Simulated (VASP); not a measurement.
# FeS2: single point with SCAN

The system is FeS2.

```
Fe S
1.0
     5.41780    0.00000    0.00000
     0.00000    5.41780    0.00000
     0.00000    0.00000    5.41780
Fe S
4 8
Direct
  0.00000 0.00000 0.00000
  0.50000 0.00000 0.50000
  0.50000 0.50000 0.00000
  0.00000 0.50000 0.50000
  0.38482 0.38482 0.38482
  0.11518 0.61518 0.88482
  0.88482 0.11518 0.61518
  0.61518 0.88482 0.11518
  0.61518 0.61518 0.61518
  0.88482 0.38482 0.11518
  0.11518 0.88482 0.38482
  0.38482 0.11518 0.88482
```

```
Program                : VASP 6.6.1
Task                   : single point
Functional             : SCAN
Potentials or basis    : VASP PAW PBE potentials, release 64 (Fe, S)
Cutoff                 : 420 eV
k mesh                 : 6 × 6 × 6
Occupations            : gaussian, width 0.02 eV
Spin                   : no spin polarisation
Further INCAR settings : ALGO = Normal; EDIFF = 1e-06; NBANDS = 52
```

- Pressure: -1.1 GPa
- Largest force: 0.369 eV/Å
- Band gap on the k mesh: 1.16 eV, indirect (least direct gap 1.22 eV)

Forces on the atoms (eV/Å):
```
Fe   0.000  0.000  0.000
Fe   0.000  0.000  0.000
Fe   0.000  0.000  0.000
Fe   0.000  0.000  0.000
S    0.213  0.213  0.213
S   -0.213 -0.213  0.213
S    0.213 -0.213 -0.213
S   -0.213  0.213 -0.213
S   -0.213 -0.213 -0.213
S    0.213  0.213 -0.213
S   -0.213  0.213  0.213
S    0.213 -0.213  0.213
```

Levels at points of the mesh, in eV from the valence-band top:
```
           k point  band 37  band 38  band 39  band 40  band 41  band 42  band 43  band 44
(0.00, 0.00, 0.00)    -0.09    -0.06    -0.06    -0.06     1.16     2.31     2.32     2.32
(0.50, 0.00, 0.00)    -0.10    -0.10     0.00     0.00     2.29     2.29     2.42     2.42
(0.50, 0.50, 0.00)    -0.08    -0.08    -0.08    -0.08     2.51     2.51     2.51     2.51
(0.50, 0.50, 0.50)    -0.34    -0.34    -0.34    -0.34     2.37     2.37     2.37     2.37
```

It took 4.2 min on 1 thread of Intel(R) Xeon(R) 6975P-C (Granite Rapids) (shared host), peak memory 0.27 GiB.

Caveat: the PAW data sets were made with another functional, which shifts forces and pressure a little. SCAN opens gaps a little over a GGA but as a rule still falls short of measured ones.
